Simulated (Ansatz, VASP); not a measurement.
**Ga80O119 (V_O): VASP beside Ansatz**

One calculation is typed for both programs; each brings its own data sets. How far apart do they land? The cell is taken from a series of runs on this material, whose earlier steps may have relaxed, scaled, displaced or heated it; both programs get it as it stands.

Program: Ansatz 0.2.0. Level of theory: plane waves, with VASP 6.6.1 beside it; single point at PBEsol. Results are calculated unless marked as measured.

## 1. The starting structure

The cell holds 199 atoms: 80 Ga and 119 O. Cell: a = 15.236 Å, b = 11.621 Å, c = 12.650 Å, α = 103.3°, β = 103.9°, γ = 90.0°. It derives from Ga2O3 (Ga2O3 (C2/m)). Nearest the centre at fractional (0.501, 0.372, 0.504): Ga40 at 1.59 Å, Ga56 at 1.60 Å, Ga33 at 2.10 Å, O130 at 2.71 Å, O110 at 2.79 Å, O134 at 2.79 Å, O131 at 2.87 Å, O107 at 2.88 Å.

## 2. VASP: single point, PBEsol

A single point gives forces, pressure and levels at one fixed geometry, so differences don't come from the geometry; what else differs is listed under the comparison.

Lines of VASP's logs that name or quote its potential files are left out, and so is its time.

File INCAR:

```
SYSTEM = Ga80O119
PREC = Accurate
ENCUT = 520
EDIFF = 1E-06
NELM = 120
ISMEAR = 0
SIGMA = 0.01
LREAL = Auto
ALGO = Normal
GGA = PS
NBANDS = 1017
LORBIT = 11
LWAVE = .FALSE.
LCHARG = .FALSE.
ISIF = 2
LASPH = .TRUE.
GGA_COMPAT = .FALSE.
EFERMI = MIDGAP
```

File POSCAR:

```
Ga80O119
1.0
    0.0000000000     15.2364910042      0.0000000000
   -2.7604537593      0.0000000000     11.2879152185
   12.2779581966     -3.0472982008      0.0078688676
Ga O
80 119
Direct
    0.0691000000      0.3428000000      0.3428500000
    0.1319300000      0.1573900000      0.1592800000
[... 14 atom lines left out ...]
    0.2697500000      0.3421500000      0.3438800000
    0.3305300000      0.1557300000      0.1560700000
    0.3822800000      0.1028000000      0.4098300000
[... 2 atom lines left out ...]
    0.3322900000      0.1582700000      0.6581300000
[... 1 atom line left out ...]
    0.2232300000      0.3967300000      0.5887500000
[... 2 atom lines left out ...]
    0.3825100000      0.6037200000      0.4108200000
[... 2 atom lines left out ...]
    0.3327800000      0.6553100000      0.6586900000
[... 2 atom lines left out ...]
    0.4656700000      0.3398000000      0.3281500000
    0.5318900000      0.1557100000      0.1563500000
    0.5818700000      0.1027800000      0.4098800000
[... 1 atom line left out ...]
    0.4681000000      0.3434000000      0.8388700000
    0.5322600000      0.1587300000      0.6600100000
[... 1 atom line left out ...]
    0.4334100000      0.3964000000      0.5840200000
[... 2 atom lines left out ...]
    0.5820300000      0.6037400000      0.4110500000
[... 2 atom lines left out ...]
    0.5323000000      0.6580900000      0.6607900000
[... 2 atom lines left out ...]
    0.6679300000      0.3423600000      0.3439400000
[... 3 atom lines left out ...]
    0.6683600000      0.3431700000      0.8403300000
    0.7311700000      0.1584300000      0.6585700000
[... 1 atom line left out ...]
    0.6007500000      0.3962500000      0.5845800000
[... 5 atom lines left out ...]
    0.7309600000      0.6553600000      0.6590300000
[... 9 atom lines left out ...]
    0.8124600000      0.3965300000      0.5892700000
[... 33 atom lines left out ...]
    0.2991600000      0.1276700000      0.4952900000
    0.3678900000      0.2193000000      0.3262300000
[... 2 atom lines left out ...]
    0.3704200000      0.4448500000      0.3395900000
    0.3091500000      0.3716000000      0.5053700000
[... 6 atom lines left out ...]
    0.2994800000      0.6283800000      0.4961100000
[... 11 atom lines left out ...]
    0.4993600000      0.1373700000      0.4964100000
    0.5625400000      0.2193900000      0.3263400000
    0.4334200000      0.2811800000      0.1675500000
    0.4326500000      0.0549500000      0.1639200000
    0.5654800000      0.4449200000      0.3396300000
[... 1 atom line left out ...]
    0.5659100000      0.2188300000      0.8274100000
    0.4352800000      0.2813900000      0.6728000000
    0.4332500000      0.0548700000      0.6638500000
    0.5674400000      0.4460200000      0.8350000000
[... 1 atom line left out ...]
    0.4994700000      0.6267100000      0.4971900000
[... 6 atom lines left out ...]
    0.5657800000      0.7195900000      0.8283400000
[... 1 atom line left out ...]
    0.4338300000      0.5542300000      0.6637500000
[... 2 atom lines left out ...]
    0.6990900000      0.1276500000      0.4954200000
[... 1 atom line left out ...]
    0.6337300000      0.2820300000      0.1746100000
[... 2 atom lines left out ...]
    0.6932200000      0.3715700000      0.5054900000
[... 2 atom lines left out ...]
    0.6343500000      0.2812900000      0.6731700000
    0.6324900000      0.0547200000      0.6638400000
[... 2 atom lines left out ...]
    0.6991500000      0.6284300000      0.4962900000
[... 8 atom lines left out ...]
    0.6318300000      0.5542600000      0.6637000000
[... 24 atom lines left out ...]
    0.9670000000      0.9450000000      0.8354100000
```

File KPOINTS:

```
Automatic mesh
0
Gamma
1 1 1
0 0 0
```

The projector-augmented-wave data sets are Ga_d and O (PBE family, release 64).

Started as:

```
$ export OMP_NUM_THREADS=3
$ mpirun -np 1 vasp_gam
```

Numbers of over 12 decimals in the logs are rounded to 6 here.

Output:

```text
[banner, memory and clock lines left out]
running    1 mpi-ranks, on    1 nodes
[...]
Offloading initialized ...    1 GPUs detected
[...]
|                                                                             |
|               ----> ADVICE to this user running VASP <----                  |
|                                                                             |
|     You enforced a specific xc type in the INCAR file but a different       |
|     [... a line on the potential file left out ...]
|     I HOPE YOU KNOW WHAT YOU ARE DOING!                                     |
|                                                                             |

 LDA part: xc-table for (Slater+PW92), standard interpolation
 POSCAR, INCAR and KPOINTS ok, starting setup
[...]
entering main loop
       N       E                     dE             d eps       ncg     rms          rms(c)
DAV:   1     0.534158259965E+05    0.53416E+05   -0.63769E+05  2210   0.351E+03
DAV:   2     0.129711040587E+05   -0.40445E+05   -0.38823E+05  2034   0.998E+02
DAV:   3     0.766436329284E+03   -0.12205E+05   -0.11391E+05  2674   0.384E+02
DAV:   4    -0.127803901171E+04   -0.20445E+04   -0.20003E+04  2572   0.163E+02
[...]
DAV:  18    -0.126817476111E+04    0.11338E-05   -0.11149E-04  2756   0.302E-02    0.161E-02
DAV:  19    -0.126817475809E+04    0.30203E-05   -0.23080E-05  3012   0.201E-02    0.641E-03
DAV:  20    -0.126817475710E+04    0.98758E-06   -0.76546E-06  1852   0.116E-02
   1 F= -.12681748E+04 E0= -.12681748E+04  d E =0.000000E+00
```

Parts of OUTCAR (step 2):

```text
  FREE ENERGIE OF THE ION-ELECTRON SYSTEM (eV)
  ---------------------------------------------------
  free  energy   TOTEN  =     -1268.1747571040 eV

  energy  without entropy=    -1268.1747571040  energy(sigma->0) =    -1268.17475710
```

The run ends at a pressure of 0.04 GPa, with forces up to 0.037 eV/Å.

## 3. Ansatz: single point, PBEsol

Ansatz runs on its PAW soft_1 files.

The same cell, functional and mesh now go to Ansatz.

File input.yaml:

```yaml
crystal:
  checkpoint: "../q0.relax.run"
  host: checkpoint
basis:
  ecutwfc: 420
  xc_grid: 2
hamiltonian:
  xc: pbesol
  pseudopotentials: { kind: paw, azcp: { folder: soft_1 }, xc_functional: pbe }
kpoints:
  mp_grid: { grid: [1, 1, 1] }
scf:
  occupations: { method: fixed }
  max_iter: 60
output:
  forces: true
  charged_corrections:
    epsilon: [4.1, 4.2, 4.21]
    static_epsilon: [[11.09, 0.0, -0.77], [0.0, 10.92, 0.0], [-0.77, 0.0, 13.61]]
    defect_position: [0.500758, 0.372043, 0.503789]
  eigenvalues: true
checkpoint:
  read: "../q0.relax.run"
  write: "../q0.gamma.run"
  compress: false
  write_wavefunctions: false
  write_every: 100000
```

Started as:

```
$ ansatz run input.yaml --threads 32 --pin off --max-ram 84787MiB --backend cuda --events-out ev --progress --plain --runs-dir out --max-vram 78GiB
```

Output:

```text
crystal.checkpoint: the structure is that of <dir>, a `relax` run, at its step 7: its result, under pbesol at a charge of 0 e; 199 atoms read, 0 with a starting moment; crystal.structure_sha256 for this input is
Engine: ansatz 0.2.0, aarch64-unknown-linux-gnu
Pseudopotentials: kind: paw
Pseudopotential: Ga, paw, valence charge 13, recommended cutoff 420 eV (normal), soft_1/Ga.paw.azcp
Pseudopotential: O, paw, valence charge 6, recommended cutoff 420 eV (normal), soft_1/O.paw.azcp
Functional definition: PBEsol
  exchange = pbesol_x
  correlation = pbesol_c
device memory: the entry about to start is reckoned to put 7.8 GiB on a device that reports 172.2 GiB free (of which the cap on the GPU budget leaves the run 78.0 GiB)
GPU FFT provider: cuFFT
GPU libraries: cuBLAS 13.8.1, cuFFT 12.4.0, cuSOLVER 12.3.2
GPU matrix products: emulated (plane waves: as basis.precision tells), large ones in fixed point in workspaces of 1.00 GiB
Crystal: 199 atoms, lattice volume = 2111.995 Å³
Basis set: ecut = 420 eV, 41263 PW (Γ), exchange–correlation on 216×160×180 points (8 copies of the dense FFT grid, shifted against one another)
Bands: 1076, of which v1, the nominal top of the filled ones, is band 877 counted from 1 (876 counted from 0)
Symmetry: 1 space group operations
Space group: P1 (ITA 1), of the structure as read, at distance tolerance 1.3e-4 Å
k-points: 1
Non-local potential: Ga, projectors of the file, l = 0: 2, l = 1: 2, l = 2: 3, l = 3: 1
Non-local potential: O, projectors of the file, l = 0: 2, l = 1: 2, l = 2: 1
PAW form: soft (Blöchl's): semilocal exchange-correlation on the pseudo side does not see the compensation charge
PAW frozen core: Ga, regenerated for the run's functional, and the local potential with it (the file was generated under x = pbe(κ = 0.804, μ = 0.219515), c = pbe(β = 0.066725))
PAW frozen core: O, regenerated for the run's functional, and the local potential with it (the file was generated under x = pbe(κ = 0.804, μ = 0.219515), c = pbe(β = 0.066725))
PAW one-centre angular grid: Ga, 590 points (default); XC on 64 Gauss nodes
PAW one-centre angular grid: O, 110 points (default); XC on 64 Gauss nodes
Initial density: read from a saved state, or passed on in memory by an earlier SCF of this step, an earlier step, the calling program or the single point that the run made first
Stability of the state it starts from, as read at its close in the unpolarized treatment: not read negative (Ritz values of 1 − χ₀K, real part plus size of imaginary part, from 1.0 to 1.4, by its mixing steps under no symmetry)
Initial wavefunctions: those read from a saved state, or passed on in memory by an earlier step or the calling program
GPU buffer pool allocated for 777600 grid points (all kernels)
GPU transforms: local potential and band sums: pruned to the plane-wave sphere, on 108×80×90
Functional: x = pbesol(κ = 0.804, μ = 0.123457), c = pbesol(β = 0.046)
SCF iter   1: F=—  HF=-366274.388281 eV  |Δ(HF+E_count)|=         —  Δρ=2.07e-6  dr2=9.58e-8  Hψ=2629
preconditioner: auto → Resta (q_TF=auto, 2.645 Å⁻¹)  ε∞=4.7  [insulator: Δε(μ)=1.831 eV  Ē_g=17.551 eV  n_scr=654 (ndim 8)  ℏωp=33.8 eV  f_vac=0.011  ε∞_Penn≈4.7]
SCF iter   2: F=-366274.388281 eV  HF=-366274.388281 eV  |Δ(HF+E_count)|=   9.31e-9  Δρ=1.04e-6  dr2=3.30e-8  Hψ=2728
SCF 1 converged in 2 iterations: F = -366274.388281 eV  dr2 = 3.30e-8
  greatest PAW one-centre occupation: 0.998 electrons in one spin orbital (limit 2), on the Ga atom at site 80 (counted from 0), in its partial waves of l = 2
SCF converged after 2 iterations
Free energy (F): -366274.388281 eV
Harris-Foulkes:  -366274.388281 eV  (|F-HF|=6.05e-9)
Internal energy: -366274.388281 eV  (E = F + TS)
E sigma→0 (E₀):  -366274.388281 eV
Fermi energy:    8.408635 eV
--- Per-component energies (eV) ---
  E_band       = -2407.757708
  E_kinetic    = 29019.672557
  E_local      = -140280.249557  (includes V_loc(G=0)·N_el)
  E_nonlocal   = -611.802147
  E_hartree    = 81821.378665
  E_xc         = -13324.392368
  E_vxc        = -15158.269231  (∫ρ·V_xc dr)
  E_paw        = -175601.327786  (= ΣΔE_a)
  E_vpaw       = -39019.942437  (= ΣTr[D̂ρ^β])
  E_aug_tail   = 0.073123  (compensation charges beyond the density's cutoff)
  E_ewald      = -147370.978359
  E_core_change = 73.237591  (= ΣΔE_core)
  E_smearing   = -0.000000  (= −TS)
  E_closure    = -0.000000  (closes the sum)
  Σ components = -366274.388281   (vs F -366274.388281, Δ=0.00e0)
--- Forces (eV/Å), atoms counted from 1 ---
  atom   1  Ga     0.00170408    -0.00413132    -0.00670604
  atom   2  Ga    -0.00497217    -0.00264262     0.00175644
  atom   3  Ga     0.00023067     0.00020733    -0.00291602
  atom   4  Ga     0.00722007     0.00034025     0.00178023
  atom   5  O     -0.00448486     0.00034129    -0.00244446
  atom   6  O     -0.00145885    -0.00317190     0.00018382
  [... 193 more lines of this table ...]
  max |Σ_I F_I| component: 2.89e-5 eV/Å
--- Band table (eV) ---
  k-point 0: bands = ["-10.9606", "-10.7049", "-10.6655", "-10.6531", "-10.5995", "-10.5439", "-10.4494", "-10.4332", "-10.4257", "-10.4148", "-10.4111", "-10.3160", "-10.3088", "-10.2196", "-10.1389"
```

## 4. Side by side

Known differences besides the potentials themselves: fixed occupations in Ansatz, narrow Gaussian smearing in VASP; the cutoff is 420 eV in Ansatz and 520 eV in VASP (PREC = Accurate, projectors in real space); Ansatz makes its cores anew for this functional, VASP keeps those of its PBE data sets. Total energies have different zeros and are not compared.

Compared:

| quantity | Ansatz | VASP | difference |
| --- | --- | --- | --- |
| gap on the k mesh (eV) | 1.831 | 1.836 | -0.005 |

At this near-relaxed geometry the largest component of a force difference is 21 meV/Å. A gap on the mesh is an upper bound, since the band edges may lie between its points.

## 5. What came out

```
difference in gap on the k mesh (single point, PBEsol) : -0.0054 eV
r.m.s. force difference (single point, PBEsol)         : 7.9 meV/Å
```

**Reading.** The r.m.s. force difference is 7.9 meV/Å (single point, PBEsol), within the 12 meV/Å picked in this series as the mark of a large difference. How closely two codes agree says nothing of how well the functional describes the real material.

[Lines on the potential files, build, host, timing and source positions are cut from VASP's logs without a mark.]

[Logs are printed without paths, hosts, clocks, repeated set-up lines and the standing remarks that a program may print on its own settings, such as how far it seeks lower states.]

[Hosts, paths, dates, database ids (printed as entryN), source tags and the programs' standing remarks are cut or masked in the printed files.]
